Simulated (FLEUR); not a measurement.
# Ga (Cmcm) in FLEUR: further runs, part 2 of 2

FLEUR MaX-R8.1 (later development tree). Earlier steps stand in the parts before.

## 5. Equation of state, r2SCAN, 18.68 Å³/atom

File inp.xml:

```xml
<?xml version="1.0" encoding="UTF-8" standalone="no"?>
<fleurInput fleurInputVersion="0.39">
   <comment>
      Ga                                                                                                  
   </comment>
   <calculationSetup>
      <cutoffs Kmax="4.3" Gmax="13.3" GmaxXC="13.3" numbands="0"/>
      <scfLoop itmax="80" minDistance="0.0001" maxIterBroyd="30" imix="Anderson" alpha="0.05" precondParam="0.0" spinf="2.0" sdNocoIR="T"/>
      <coreElectrons ctail="F" frcor="F" kcrel="0" coretail_lmax="0"/>
      <xcFunctional name="LibXC" relativisticCorrections="F">
         <LibXCName exchange="mgga_x_r2scan" correlation="mgga_c_r2scan"/>
         <AuxGGA exchange="117" correlation="130"/>
      </xcFunctional>
      <magnetism jspins="1"/>
      <soc l_soc="F" theta="0.0" phi="0.0" spav="F"/>
      <expertModes spex="0" secvar="F"/>
      <geometryOptimization l_f="F" forcealpha="1.0" forcemix="BFGS" epsdisp="0.00001" epsforce="0.00001"/>
      <ldaU l_linMix="F" mixParam="0.05" spinf="1.0"/>
   </calculationSetup>
   <cell>
      <bzIntegration valenceElectrons="42.0" mode="hist" fermiSmearingEnergy="0.00183747">
         <kPointListSelection listName="default-1"/>
         <!-- k-points included here -->
         <xi:include xmlns:xi="http://www.w3.org/2001/XInclude" href="kpts.xml"> </xi:include>
      </bzIntegration>
      <!-- symmetry operations included here -->
      <xi:include xmlns:xi="http://www.w3.org/2001/XInclude" href="sym.xml"> </xi:include>
      <bulkLattice scale="1.0000000000">
         <bravaisMatrix>
            <row-1>    2.7401028806699999    -7.6817366964990006     0.0000000000000000</row-1>
            <row-2>    2.7401028806699999     7.6817366964990006     0.0000000000000000</row-2>
            <row-3>    0.0000000000000000     0.0000000000000000     5.9904318149819993</row-3>
         </bravaisMatrix>
      </bulkLattice>
   </cell>
   <atomSpecies>
      <species name="Gallium (Ga)" element="Ga" atomicNumber="31">
         <mtSphere radius="2.28" gridPoints="777" logIncrement="0.016"/>
         <atomicCutoffs lmax="9" lnonsphr="9"/>
         <electronConfig flipSpins="F">
            <coreConfig>(1s1/2) (2s1/2) (2p1/2) (2p3/2)</coreConfig>
            <valenceConfig>(3s1/2) (3p1/2) (3p3/2) (4s1/2) (3d3/2) (3d5/2) (4p1/2) (4p3/2)</valenceConfig>
            <stateOccupation state="(4p1/2)" spinUp="0.166667" spinDown="0.166667"/>
            <stateOccupation state="(4p3/2)" spinUp="0.333333" spinDown="0.333333"/>
         </electronConfig>
         <energyParameters s="4" p="4" d="3" f="4"/>
         <lo type="SCLO" l="0" n="3" eDeriv="0"/>
         <lo type="SCLO" l="1" n="3" eDeriv="0"/>
         <lo type="SCLO" l="1" n="3" eDeriv="1"/>
         <lo type="HELO" l="2" n="4" eDeriv="0"/>
         <lo type="HELO" l="2" n="4" eDeriv="1"/>
         <lo type="SCLO" l="3" n="4" eDeriv="2"/>
      </species>
   </atomSpecies>
   <atomGroups>
      <atomGroup species="Gallium (Ga)">
         <relPos label="                   1">.1330000000 -.1330000000 -1.000/4.000</relPos>
         <relPos label="                   2">-.1330000000 .1330000000 1.000/4.000</relPos>
         <force calculate="T" relaxXYZ="TTT"/>
      </atomGroup>
   </atomGroups>
   <output dos="F" band="F" slice="F">
      <checks vchk="F" cdinf="F"/>
      <bandDOS minEnergy="-.5*Htr" maxEnergy="0.5*Htr" sigma="0.015" storeEVData="T"/>
      <vacuumDOS vacdos="F" integ="F" star="F" nstars="0" locx1="0.0" locy1="0.0" locx2="0.0" locy2="0.0" nstm="0" tworkf="0.0"/>
      <unfoldingBand unfoldBand="F" supercellX="1" supercellY="1" supercellZ="1"/>
      <plotting iplot="0" polar="F">
         <plot TwoD="T" vec1="  1.0  0.0  0.0" vec2="  0.0  1.0  0.0" vec3="  0.0  0.0  1.0" zero="  0.0  0.0  0.0" file="plot"/>
      </plotting>
      <chargeDensitySlicing numkpt="0" minEigenval="0.0" maxEigenval="0.0" nnne="0" pallst="F"/>
      <specialOutput eonly="F"/>
      <moessbauerParams electricFieldGradient="T" isomerShift="T" coreHyperfine="T" valenceHyperfine="T"/>
      <magneticCircularDichroism mcd="F" energyLo="-10.0" energyUp="0.0"/>
   </output>
  <!-- We include the file relax.xml here to enable relaxations (see documentation) -->
  <xi:include xmlns:xi="http://www.w3.org/2001/XInclude" href="relax.xml"> <xi:fallback/> </xi:include>
</fleurInput>
```

Command:

```console
inpgen -f crystal.txt -profile fastHighL
# inp.xml edited to the form shown
fleur_MPI
```

It took 95 s on 1 thread of Intel Xeon 6975P-C (Granite Rapids), shared host; peak memory 0.11 GiB.

The run converged. Its results:

| Quantity | Value |
| --- | --- |
| Free energy | -105813.5081 eV |
| Band gap on the k mesh | none (metal or under the smearing width) |
| Valence electrons inside the program's atomic spheres | Ga 19.36 (radii Ga 2.28 bohr) |

Caveat: the meta-GGA is that of a development version, with a GGA for the radial functions and cores and without core tails.

## 6. Equation of state, r2SCAN, 19.43 Å³/atom (volume scaled by 1.04)

inp.xml: that of step 5 with these lines changed.

```diff
@@ -27,3 +27,3 @@
       <xi:include xmlns:xi="http://www.w3.org/2001/XInclude" href="sym.xml"> </xi:include>
-      <bulkLattice scale="1.0000000000">
+      <bulkLattice scale="1.0131594038">
          <bravaisMatrix>
```

Potentials or basis: all-electron, FLAPW.

Command:

```console
inpgen -f crystal.txt -profile fastHighL
# inp.xml edited to the form shown
fleur_MPI
```

Run time: 1.7 min. Hardware: 1 thread of Intel Xeon 6975P-C (Granite Rapids), shared host; peak memory 0.1 GiB.

It converged, with:

```yaml
Free_energy: -105813.4836 eV
Band_gap_on_the_k_mesh: none (metal or under the smearing width)
Valence_electrons_inside_the_program's_atomic_spheres: Ga 19.34 (radii Ga 2.28 bohr)
```

Caveat: the meta-GGA is that of a development version, with a GGA for the radial functions and cores and without core tails.

## 7. Equation of state, r2SCAN, 19.81 Å³/atom (volume scaled by 1.06)

inp.xml: that of step 6 with these lines changed.

```diff
@@ -27,3 +27,3 @@
       <xi:include xmlns:xi="http://www.w3.org/2001/XInclude" href="sym.xml"> </xi:include>
-      <bulkLattice scale="1.0131594038">
+      <bulkLattice scale="1.0196128224">
          <bravaisMatrix>
```

Command:

```console
inpgen -f crystal.txt -profile fastHighL
# inp.xml edited to the form shown
fleur_MPI
```

It took 1.8 min on 1 thread of Intel Xeon 6975P-C (Granite Rapids), shared host; peak memory 0.1 GiB.

Results (log left out):

```yaml
Free_energy: -105813.4652 eV
Band_gap_on_the_k_mesh: none (metal or under the smearing width)
Valence_electrons_inside_the_program's_atomic_spheres: Ga 19.32 (radii Ga 2.28 bohr)
```

Caveat: the meta-GGA is that of a development version, with a GGA for the radial functions and cores and without core tails.

## 8. Equation of state, r2SCAN

No new run: the results of the series are fitted here.

Results:

| Item | Value |
| --- | --- |
| Equilibrium volume | 18.15 Å³/atom |
| Bulk modulus at fixed shape and positions | 61 GPa |

Energy against volume, from the lowest point:
```tsv
volume (Å³/atom)	energy (meV/atom)
17.564	3.38
17.937	0.00
18.685	2.34
19.432	14.61
19.806	23.80
```

Caveat: the meta-GGA is that of a development version, with a GGA for the radial functions and cores and without core tails; the cell was scaled at fixed shape and fractional positions, which overstates the stiffness of a crystal with free parameters, most of all of layers and chains.
